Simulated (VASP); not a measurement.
# SiNi (P2_13) in VASP: further runs, part 2 of 3

VASP 6.6.1.

**3. Core levels, PBE, collinear spin, ferromagnetic start**

The input, INCAR:

```
SYSTEM = SiNi
PREC = Accurate
ENCUT = 520
EDIFF = 1E-7
ISMEAR = 0
SIGMA = 0.02
LREAL = .False.
LASPH = .True.
NELM = 150
ALGO = Normal
ISIF = 2
LWAVE = .False.
LCHARG = .False.
ISPIN = 2
MAGMOM = 1 1 1 1 0 0 0 0
LORBIT = 11
LMAXMIX = 4
GGA = PE
ICORELEVEL = 1
```

The input, KPOINTS:

```
Automatic mesh
0
Gamma
  5 5 5
  0 0 0
```

The input, POSCAR:

```
SiNi
1.0
    4.5036940000      0.0000000000      0.0000000000
    0.0000000000      4.5036940000      0.0000000000
    0.0000000000      0.0000000000      4.5036940000
Ni Si
4 4
Direct
    0.1495040000      0.1495040000      0.1495040000
    0.6495040000      0.3504960000      0.8504960000
    0.8504960000      0.6495040000      0.3504960000
    0.3504960000      0.8504960000      0.6495040000
    0.8468300000      0.8468300000      0.8468300000
    0.3468300000      0.6531700000      0.1531700000
    0.1531700000      0.3468300000      0.6531700000
    0.6531700000      0.1531700000      0.3468300000
```

Potentials or basis: VASP PAW PBE potentials, release 64 (Ni, Si).

Launch:

```
$ cat potpaw_PBE.64/Ni/POTCAR potpaw_PBE.64/Si/POTCAR > POTCAR
$ mpirun -np 1 vasp_std > vasp.out
```

OUTCAR:

```text
SYSTEM = SiNi
   PREC = Accurate
   ENCUT = 520
   EDIFF = 1E-7
   ISMEAR = 0
   LREAL = .False.
   LASPH = .True.
   NELM = 150
   ISIF = 2
   ISPIN = 2
   LORBIT = 11
   GGA = PE

 ion  position               nearest neighbor table
   1  0.150  0.150  0.150-   5 2.36   6 2.41   7 2.41   8 2.41   6 2.44   7 2.44   8 2.44   2 2.78
                             4 2.78   4 2.78   2 2.78   3 2.78   3 2.78
   2  0.650  0.350  0.850-   6 2.36   5 2.41   7 2.41   8 2.41   7 2.44   8 2.44   5 2.44   3 2.78
                             1 2.78   3 2.78   1 2.78   4 2.78   4 2.78
   3  0.850  0.650  0.350-   7 2.36   6 2.41   5 2.41   8 2.41   8 2.44   5 2.44   6 2.44   2 2.78
                             2 2.78   4 2.78   4 2.78   1 2.78   1 2.78
   4  0.350  0.850  0.650-   8 2.36   6 2.41   7 2.41   5 2.41   6 2.44   7 2.44   5 2.44   1 2.78
                             1 2.78   3 2.78   3 2.78   2 2.78   2 2.78
   5  0.847  0.847  0.847-   1 2.36   2 2.41   3 2.41   4 2.41   2 2.44   3 2.44   4 2.44   6 2.78
                             7 2.78   8 2.78   8 2.78   7 2.78   6 2.78
   6  0.347  0.653  0.153-   2 2.36   1 2.41   3 2.41   4 2.41   3 2.44   4 2.44   1 2.44   8 2.78
                             5 2.78   7 2.78   7 2.78   8 2.78   5 2.78
   7  0.153  0.347  0.653-   3 2.36   2 2.41   1 2.41   4 2.41   4 2.44   1 2.44   2 2.44   8 2.78
                             5 2.78   6 2.78   5 2.78   6 2.78   8 2.78
   8  0.653  0.153  0.347-   4 2.36   2 2.41   3 2.41   1 2.41   2 2.44   3 2.44   1 2.44   7 2.78
                             5 2.78   5 2.78   6 2.78   6 2.78   7 2.78

  LATTYP: Found a simple cubic cell.
 ALAT       =     4.5036940000

  Lattice vectors:

 A1 = (   4.5036940000,   0.0000000000,   0.0000000000)
 A2 = (   0.0000000000,   4.5036940000,   0.0000000000)
 A3 = (   0.0000000000,   0.0000000000,   4.5036940000)

Analysis of symmetry for initial positions (statically):
=====================================================================
 Subroutine PRICEL returns:
 Original cell was already a primitive cell.

 Routine SETGRP: Setting up the symmetry group for a
 simple cubic supercell.

 Subroutine GETGRP returns: Found 12 space group operations
 (whereof  3 operations were pure point group operations)
 out of a pool of 48 trial point group operations.

The static configuration has the point symmetry C_3 .
 The point group associated with its full space group is T   .

Analysis of symmetry for dynamics (positions and initial velocities):
=====================================================================
 Subroutine PRICEL returns:
 Original cell was already a primitive cell.

 Routine SETGRP: Setting up the symmetry group for a
 simple cubic supercell.

 Subroutine GETGRP returns: Found 12 space group operations
 (whereof  3 operations were pure point group operations)
 out of a pool of 48 trial point group operations.

The dynamic configuration has the point symmetry C_3 .
 The point group associated with its full space group is T   .

Analysis of structural, dynamic, and magnetic symmetry:
=====================================================================
 Subroutine PRICEL returns:
 Original cell was already a primitive cell.

 Routine SETGRP: Setting up the symmetry group for a
 simple cubic supercell.

 Subroutine GETGRP returns: Found 12 space group operations
 (whereof  3 operations were pure point group operations)
 out of a pool of 48 trial point group operations.

The overall configuration has the point symmetry C_3 .
 The point group associated with its full space group is T   .

 Subroutine INISYM returns: Found 12 space group operations
 (whereof  3 operations are pure point group operations),
 and found     1 'primitive' translations

[... 134 lines left out ...]

 Free energy of the ion-electron system (eV)
  ---------------------------------------------------
  ext. energy  EPLUGINS =         0.00000000
  ---------------------------------------------------
  free energy    TOTEN  =       -46.81319098 eV

  energy without entropy =      -46.81212026  energy(sigma->0) =      -46.81265562

 the core state eigenenergies are
   1-  1s  -8193.2645  2s   -963.3043  2p   -826.1709  3s    -92.2986  3p    -52.7027

   2-  1s  -8193.2645  2s   -963.3043  2p   -826.1709  3s    -92.2986  3p    -52.7027

   3-  1s  -8193.2645  2s   -963.3043  2p   -826.1709  3s    -92.2986  3p    -52.7027

   4-  1s  -8193.2645  2s   -963.3043  2p   -826.1709  3s    -92.2986  3p    -52.7027

   5-  1s  -1769.7139  2s   -123.3996  2p    -79.4445
   6-  1s  -1769.7139  2s   -123.3996  2p    -79.4445
   7-  1s  -1769.7139  2s   -123.3996  2p    -79.4445
   8-  1s  -1769.7139  2s   -123.3996  2p    -79.4445

 E-fermi :  11.9965     XC(G=0): -12.5653

 val. band max:       11.9935600311   @ k =   0.2000   0.2000   0.0000
 cond. band min:      12.0397328652   @ k =   0.4000   0.2000   0.0000
 fundamental gap:      0.0461728341
 Fermi energy:        11.9964932741

 spin component 1

 k-point     1 :       0.0000    0.0000    0.0000
  band No.  band energies     occupation
      1      -2.2648      1.00000
      2       3.1348      1.00000
      3       3.1348      1.00000
      4       3.1348      1.00000
      5       5.6664      1.00000
      6       5.6664      1.00000
[... 258 lines left out ...]
 k-point     8 :       0.2000    0.2000    0.2000
  band No.  band energies     occupation
      1      -1.4182      1.00000
      2       1.6843      1.00000
      3       2.4074      1.00000
      4       3.6541      1.00000
      5       5.0363      1.00000
      6       5.8344      1.00000
      7       6.1380      1.00000
      8       6.5784      1.00000
      9       7.2414      1.00000

 Fermi energy:        11.9964932741

 spin component 2

 k-point     1 :       0.0000    0.0000    0.0000
  band No.  band energies     occupation
      1      -2.2648      1.00000
      2       3.1348      1.00000
      3       3.1348      1.00000
      4       3.1348      1.00000
      5       5.6664      1.00000
      6       5.6664      1.00000
[... 407 lines left out ...]
     34      16.2476      0.00000
     35      16.6449      0.00000

------------------------ aborting loop because EDIFF is reached ----------------------------------------

  FORCE on cell =-STRESS in cart. coord.  units (eV):
  Direction    XX          YY          ZZ          XY          YZ          ZX
  --------------------------------------------------------------------------------------
  -------------------------------------------------------------------------------------
  Total        1.0745295      1.0745295      1.0745295      0.0000000     -0.0000000      0.0000000
  in kB       18.8461353     18.8461353     18.8461353      0.0000000     -0.0000000      0.0000000
  external PRESSURE =      18.8461353 kB  Pullay stress =       0.0000000 kB

 VOLUME and BASIS-vectors are now :
 -----------------------------------------------------------------------------
  energy-cutoff  :      520.00
  volume of cell :       91.35
      direct lattice vectors                 reciprocal lattice vectors
     4.503694000  0.000000000  0.000000000     0.222039952  0.000000000  0.000000000
     0.000000000  4.503694000  0.000000000     0.000000000  0.222039952  0.000000000
     0.000000000  0.000000000  4.503694000     0.000000000  0.000000000  0.222039952

 POSITION                                       TOTAL-FORCE (eV/Angst)
 -----------------------------------------------------------------------------------
      0.67332      0.67332      0.67332        -0.010891     -0.010891     -0.010891
      2.92517      1.57853      3.83037        -0.010891      0.010891      0.010891
      3.83037      2.92517      1.57853         0.010891     -0.010891      0.010891
      1.57853      3.83037      2.92517         0.010891      0.010891     -0.010891
      3.81386      3.81386      3.81386        -0.011255     -0.011255     -0.011255
      1.56202      2.94168      0.68983        -0.011255      0.011255      0.011255
      0.68983      1.56202      2.94168         0.011255     -0.011255      0.011255
      2.94168      0.68983      1.56202         0.011255      0.011255     -0.011255
 -----------------------------------------------------------------------------------
    total drift:                                0.000000      0.000000     -0.000000

  FREE ENERGIE OF THE ION-ELECTRON SYSTEM (eV)
  ---------------------------------------------------
  free  energy   TOTEN  =       -46.8131909849 eV

  energy  without entropy=      -46.8121202637  energy(sigma->0) =      -46.81265562

 total charge

# of ion       s       p       d       tot
------------------------------------------
    1        0.453   0.602   8.492   9.548
    2        0.453   0.602   8.492   9.548
    3        0.453   0.602   8.492   9.548
    4        0.453   0.602   8.492   9.548
    5        0.740   0.845   0.000   1.585
    6        0.740   0.845   0.000   1.585
    7        0.740   0.845   0.000   1.585
    8        0.740   0.845   0.000   1.585
--------------------------------------------------
tot          4.774   5.786  33.970  44.530

 magnetization (x)

# of ion       s       p       d       tot
------------------------------------------
    1       -0.000  -0.000   0.000   0.000
    2       -0.000  -0.000   0.000   0.000
    3       -0.000  -0.000   0.000   0.000
    4       -0.000  -0.000   0.000   0.000
    5        0.000   0.000   0.000   0.000
    6        0.000   0.000   0.000   0.000
    7        0.000   0.000   0.000   0.000
    8        0.000   0.000   0.000   0.000
--------------------------------------------------
tot         -0.000  -0.000   0.000   0.000
```

It took 1.8 min on 1 thread of Intel Xeon Platinum 8375C at 2.90GHz (Ice Lake), shared host; peak memory 0.25 GiB.

Results:

| Quantity | Value |
| --- | --- |
| Free energy | -46.8132 eV |
| Pressure | 1.9 GPa |
| Largest force | 0.019 eV/Å |
| Band gap on the k mesh | none (metal or under the smearing width) |
| Net moment | 0.00 μB per cell |
| Valence electrons inside the program's atomic spheres | Ni 9.55; Si 1.58 |

Forces on the atoms (eV/Å):
```
Ni  -0.011 -0.011 -0.011
Ni  -0.011  0.011  0.011
Ni   0.011 -0.011  0.011
Ni   0.011  0.011 -0.011
Si  -0.011 -0.011 -0.011
Si  -0.011  0.011  0.011
Si   0.011 -0.011  0.011
Si   0.011  0.011 -0.011
```

Core levels (eV, on the scale of the bands):
```csv
atom,levels
1 Ni,"1s -8193.3, 2s -963.3, 2p -826.2, 3s -92.3, 3p -52.7"
2 Ni,"1s -8193.3, 2s -963.3, 2p -826.2, 3s -92.3, 3p -52.7"
3 Ni,"1s -8193.3, 2s -963.3, 2p -826.2, 3s -92.3, 3p -52.7"
4 Ni,"1s -8193.3, 2s -963.3, 2p -826.2, 3s -92.3, 3p -52.7"
5 Si,"1s -1769.7, 2s -123.4, 2p -79.4"
6 Si,"1s -1769.7, 2s -123.4, 2p -79.4"
```

(Part 2 of 3 ends here.)
